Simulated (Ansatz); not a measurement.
Crystal: LiCl.

```
Cl Li
1.0
     0.00000    2.56477    2.56477
     2.56477    0.00000    2.56477
     2.56477    2.56477    0.00000
Cl Li
1 1
Direct
  0.50000 0.50000 0.50000
  0.00000 0.00000 0.00000
```

* Program: Ansatz 0.2.0
* Task: relaxation of cell and atoms
* Functional: HF
* Potentials or basis: Ansatz PAW
* Cutoff: 420 eV (not typed: the program's choice for these potentials)
* k mesh: 5 × 5 × 5
* Occupations: fermi-dirac, width 0.05 eV
* Spin: no spin polarisation

At the start: volume 16.87 Å³/atom.

Question: Where does the relaxation end?

Answer: It ends after 5 steps and the volume is 18.22 Å³/atom (+8.0 %); space group Fm-3m (No. 225, to 0.05 Å).

The path:
```csv
step,energy change (eV),largest force (eV/Å),volume (Å³)
1,0.0000,0.0000,33.74
2,-0.0189,0.0000,35.63
3,-0.0204,0.0000,36.34
4,-0.0204,0.0000,36.44
5,-0.0210,0.0000,36.44
```

Final structure:
```
Cl Li
1.0
     0.00000    2.63129    2.63129
     2.63129    0.00000    2.63129
     2.63129    2.63129    0.00000
Cl Li
1 1
Cartesian
  2.6313 2.6313 2.6313
  0.0000 0.0000 0.0000
```

Caveat: the k mesh is coarse (spacing up to 0.42 Å⁻¹), so the values aren't converged, least of all with exact exchange; the plane-wave basis is chosen anew once the cell has moved, so the energies of steps on either side of that aren't comparable; the PAW data sets come from PBE, with cores solved anew for the run's functional, which leaves a small shift of forces and pressure.
